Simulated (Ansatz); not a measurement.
**Pd: elastic constants from stress and strain**

```
CELL_PARAMETERS angstrom
0.00000 1.94490 1.94490
1.94490 0.00000 1.94490
1.94490 1.94490 0.00000
ATOMIC_POSITIONS crystal
Pd 0.00000 0.00000 0.00000
```

The geometry is COD entry 9008478, unchecked; take it as a test cell.

Spin polarisation is left out, and whether a magnetic state lies lower isn't shown here.

Method: DFT, PBE, all-electron LAPW, scalar-relativistic (Ansatz 0.2.0).

Sampling and basis: a Γ-centred 18×18×18 k mesh, Fermi–Dirac smearing of 0.05 eV, basis error target 0.25 meV/atom, no spin polarisation.

The unstrained cell is at 7.51 GPa. Large strains and very small stresses are left out. Each strain is applied once, with fractional coordinates held (clamped ions), and σ below is the change of stress, positive in tension. One finite strain gives stress–strain coefficients at this pressure with an error of the order of the strain times third-order constants, a few per cent for each per cent of strain. In a metal the k mesh adds noise of tens of per cent to soft shears.

Task: Estimate the stiffness probed by this change, and the stress that it gives: equal xy, yz and zx engineering shear strains of -1 %.

Result: σxy = -0.78 GPa and γxy = 2εxy = -0.0100, so C44 (clamped ions) = σxy/γxy = 78 GPa.

Task: With equal xy, yz and zx engineering shear strains of +1 %, the run gives σxy = 0.79 GPa and γxy = 2εxy = 0.0100. Which stiffness follows?

Result: C44 (clamped ions) = σxy/γxy = 79 GPa.
